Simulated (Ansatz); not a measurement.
# CsBr: pressure against volume

How stiff is CsBr, and at what volume does the pressure vanish? The cell is scaled evenly, atoms carried along, and solved with LAPW, PAW and all-electron datasets made for the crystal.

The COD entry's cell or inner coordinates are ideal or old and differ from later refinements, so a difference from it is no clean test against experiment.

Program: Ansatz 0.2.0. Level of theory: DFT PBE, scalar-relativistic. These are calculated values, not measurements.

### Step 1. The system as given

The structure is cubic, space group Pm-3m (No. 221). Conventional cell: a = 4.286 Å, b = 4.286 Å, c = 4.286 Å, α = 90.00°, β = 90.00°, γ = 90.00°. Cs (site symmetry m-3m) is surrounded by 8 Br at 3.71 Å. Br (site symmetry m-3m) is surrounded by 8 Cs at 3.71 Å.

Structure file:

```xyz
2
Lattice="4.2860 0.0000 0.0000 0.0000 4.2860 0.0000 0.0000 0.0000 4.2860" Properties=species:S:1:pos:R:3 pbc="T T T"
Cs    0.0000    0.0000    0.0000
Br    2.1430    2.1430    2.1430
```

The structure is an experimental refinement, used without relaxation.

Atoms are numbered in the order of the input: Cs1, Br2.

### Step 2. Volume × 0.95, LAPW

input.yaml reads:

```yaml
crystal:
  lattice:
    - [4.2133418957, 0.0, 0.0]
    - [0.0, 4.2133418957, 0.0]
    - [0.0, 0.0, 4.2133418957]
  atoms:
    - { symbol: Cs, position: [0.0, 0.0, 0.0] }
    - { symbol: Br, position: [0.5, 0.5, 0.5] }
kpoints:
  mp_grid: { grid: [6, 6, 6] }
scf:
  occupations: { method: fermi_dirac, width: 0.03 }
hamiltonian:
  xc: pbe
  pseudopotentials: { kind: all_electron, lapw: { basis_error: 0.00025 } }
output:
  forces: true
  stress: true
  eigenvalues: true
```

On the command line:

```sh
$ ansatz run input.yaml --threads 1 --pin off --max-ram 2048MiB --backend cpu --events-out ev --progress --plain --runs-dir out
```

### Step 3. Volume × 0.95, PAW

Edit input.yaml of step 2 so:

```diff
@@ -14,3 +14,3 @@
   xc: pbe
-  pseudopotentials: { kind: all_electron, lapw: { basis_error: 0.00025 } }
+  pseudopotentials: { kind: paw }
 output:
@@ -19 +19,2 @@
   eigenvalues: true
+  efg: { contact_densities: true }
```

### Step 4. Volume × 0.95, crystal datasets

Edit input.yaml of step 3 so:

```diff
@@ -14,3 +14,3 @@
   xc: pbe
-  pseudopotentials: { kind: paw }
+  pseudopotentials: { kind: all_electron, datasets: crystal }
 output:
```

### Step 5. Volume × 0.975, LAPW

input.yaml reads:

```yaml
crystal:
  lattice:
    - [4.2499814904, 0.0, 0.0]
    - [0.0, 4.2499814904, 0.0]
    - [0.0, 0.0, 4.2499814904]
  atoms:
    - { symbol: Cs, position: [0.0, 0.0, 0.0] }
    - { symbol: Br, position: [0.5, 0.5, 0.5] }
kpoints:
  mp_grid: { grid: [6, 6, 6] }
scf:
  occupations: { method: fermi_dirac, width: 0.03 }
hamiltonian:
  xc: pbe
  pseudopotentials: { kind: all_electron, lapw: { basis_error: 0.00025 } }
output:
  forces: true
  stress: true
  eigenvalues: true
```

### Step 6. Volume × 0.975, PAW

Edit input.yaml of step 5 so:

```diff
@@ -14,3 +14,3 @@
   xc: pbe
-  pseudopotentials: { kind: all_electron, lapw: { basis_error: 0.00025 } }
+  pseudopotentials: { kind: paw }
 output:
@@ -19 +19,2 @@
   eigenvalues: true
+  efg: { contact_densities: true }
```

### Step 7. Volume × 1.025, LAPW

input.yaml reads:

```yaml
crystal:
  lattice:
    - [4.321423094, 0.0, 0.0]
    - [0.0, 4.321423094, 0.0]
    - [0.0, 0.0, 4.321423094]
  atoms:
    - { symbol: Cs, position: [0.0, 0.0, 0.0] }
    - { symbol: Br, position: [0.5, 0.5, 0.5] }
kpoints:
  mp_grid: { grid: [6, 6, 6] }
scf:
  occupations: { method: fermi_dirac, width: 0.03 }
hamiltonian:
  xc: pbe
  pseudopotentials: { kind: all_electron, lapw: { basis_error: 0.00025 } }
output:
  forces: true
  stress: true
  eigenvalues: true
```

### Step 8. Volume × 1.025, PAW

Edit input.yaml of step 7 so:

```diff
@@ -14,3 +14,3 @@
   xc: pbe
-  pseudopotentials: { kind: all_electron, lapw: { basis_error: 0.00025 } }
+  pseudopotentials: { kind: paw }
 output:
@@ -19 +19,2 @@
   eigenvalues: true
+  efg: { contact_densities: true }
```

### Step 9. Volume × 1.05, LAPW

input.yaml reads:

```yaml
crystal:
  lattice:
    - [4.3562747853, 0.0, 0.0]
    - [0.0, 4.3562747853, 0.0]
    - [0.0, 0.0, 4.3562747853]
  atoms:
    - { symbol: Cs, position: [0.0, 0.0, 0.0] }
    - { symbol: Br, position: [0.5, 0.5, 0.5] }
kpoints:
  mp_grid: { grid: [6, 6, 6] }
scf:
  occupations: { method: fermi_dirac, width: 0.03 }
hamiltonian:
  xc: pbe
  pseudopotentials: { kind: all_electron, lapw: { basis_error: 0.00025 } }
output:
  forces: true
  stress: true
  eigenvalues: true
```

### Step 10. Volume × 1.05, PAW

Edit input.yaml of step 9 so:

```diff
@@ -14,3 +14,3 @@
   xc: pbe
-  pseudopotentials: { kind: all_electron, lapw: { basis_error: 0.00025 } }
+  pseudopotentials: { kind: paw }
 output:
@@ -19 +19,2 @@
   eigenvalues: true
+  efg: { contact_densities: true }
```

### Step 11. Volume × 1.05, crystal datasets

Edit input.yaml of step 10 so:

```diff
@@ -14,3 +14,3 @@
   xc: pbe
-  pseudopotentials: { kind: paw }
+  pseudopotentials: { kind: all_electron, datasets: crystal }
 output:
```

(Steps that only read results are left out.)

**Question.** What will these runs give?

The runs gave:

| quantity | value |
| --- | --- |
| pressure at 37.40 Å³/atom (LAPW) | 2.06 GPa |
| pressure at 41.33 Å³/atom (LAPW) | 0.30 GPa |

Over this range the mean stiffness −dP/dlnV is 18 GPa by LAPW; the pressure keeps one sign, so equilibrium lies outside the range. The gap goes from 4.73 eV at the smallest volume to 4.34 eV at the largest. No thermal or zero-point expansion is included. Spin-orbit coupling is left out, though the cell holds Cs; in elements this heavy it can shift bands and gaps by tenths of an eV.

These are semilocal Kohn-Sham gaps, which aren't the measured quantity. Such gaps usually fall short of the measured ones.
